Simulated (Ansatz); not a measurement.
# Varying the input for ZnCu

All trials start from this Ansatz input:

```yaml
crystal:
  lattice:
    - [2.92055392, 0.0, 0.0]
    - [0.0, 2.92055392, 0.0]
    - [0.0, 0.0, 2.92055392]
  atoms:
    - { symbol: Zn, position: [0.5, 0.5, 0.5] }
    - { symbol: Cu, position: [0.0, 0.0, 0.0] }
basis:
  ecutwfc: 420
kpoints:
  mp_grid: { grid: [6, 6, 6] }
hamiltonian:
  xc: pbe
scf:
  occupations: { method: gaussian, width: 0.1 }
output:
  forces: true
  stress: true
  eigenvalues: true
```

Command:

```bash
ansatz run input.yaml --threads 1 --pin off --max-ram 1331MiB --backend cpu --events-out ev --progress --plain --runs-dir out
```

The run converges in 6 SCF iterations on 20 irreducible k-points: pressure 6.18 GPa, no gap.

These settings were drawn at random to show what each does; none of the numbers is a converged property of the crystal. Each trial's input is given as a difference from the reference's; energies are extrapolated to zero smearing where there is one, and pressure is positive in compression.

Trial 1:

```diff
 basis:
-  ecutwfc: 420
+  ecutwfc: 390
```

How does this run end?

The run converges in 6 SCF iterations on 20 irreducible k-points: energy 1.51 meV per atom above the reference, pressure 6.21 GPa, no gap. It warns that the cutoff lies under the recommended one, 420 eV for these potentials.

Trial 2:

```diff
 basis:
-  ecutwfc: 420
+  ecutwfc: "21 Ry"
 scf:
+  n_extra_bands: 5
+  max_iter: 8
+  convergence: { dr2_threshold: "1e-17 eV" }
```

What does the program give?

It warns that the cutoff lies under the recommended one, 420 eV for these potentials. The run stops unconverged after 8 SCF iterations:

```text
Error: did not converge after 8 iterations: dr2 = 3.09e-13 (threshold 1.00e-17), under the density mixer `msr1`, which `scf.mixing.algorithm: auto` chose by the deck's other keys (type `scf.mixing.algorithm: msr1` to keep it); raise `scf.max_iter`, which need not help a stalled SCF …
```

Next try, with these keys changed back:

```diff
 scf:
-  max_iter: 8
-  convergence: { dr2_threshold: "1e-17 eV" }
+  max_iter: 64
```

The run converges in 7 SCF iterations on 20 irreducible k-points: energy 427 meV per atom above the reference, pressure 8.50 GPa, no gap. It warns that the cutoff lies under the recommended one, 420 eV for these potentials.